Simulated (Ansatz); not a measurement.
## Te2Mo in Ansatz: the effect of functional

The system is Te2Mo, a slab with vacuum.

```
CELL_PARAMETERS angstrom
3.48755 0.00000 0.00000
-1.74378 3.02031 0.00000
0.00000 0.00000 17.16632
ATOMIC_POSITIONS crystal
Te 0.33333 0.66667 0.10214
Te 0.33333 0.66667 0.89786
Mo 0.00000 0.00000 0.00000
```

The cell isn't the ideal one: volume scaled by 0.94.

Alike in all runs:

* Program: Ansatz 0.2.0
* Task: single point
* Potentials or basis: Ansatz PAW
* k mesh: 9 × 9 × 2
* Occupations: fermi-dirac, width 0.05 eV
* Spin: no spin polarisation

Task: One run gave: gap on the mesh 1.14 eV; largest force 0.51 eV/Å. Which functional did it use?
A. r2SCAN
B. PBEsol
C. LDA

Result: C.

| functional | cutoff | gap on the mesh (eV) | largest force (eV/Å) |
| --- | --- | --- | --- |
| LDA | 420 eV (not typed: the program's choice for these potentials) | 1.14 | 0.51 |
| PBEsol | 420 eV (not typed: the program's choice for these potentials) | 1.15 | 0.78 |
| r2SCAN | 500 eV (not typed: the program's choice for these potentials) | 1.23 | 0.98 |

Caveats: odd divisions of the mesh miss points on the zone boundary, where band edges often lie, so the gap on the mesh can be too wide; spin-orbit coupling is left out, which moves the levels of the heavy elements; the PAW data sets come from PBE, with cores solved anew for the run's functional, which leaves a small shift of forces and pressure.

A k mesh can miss the band edges.
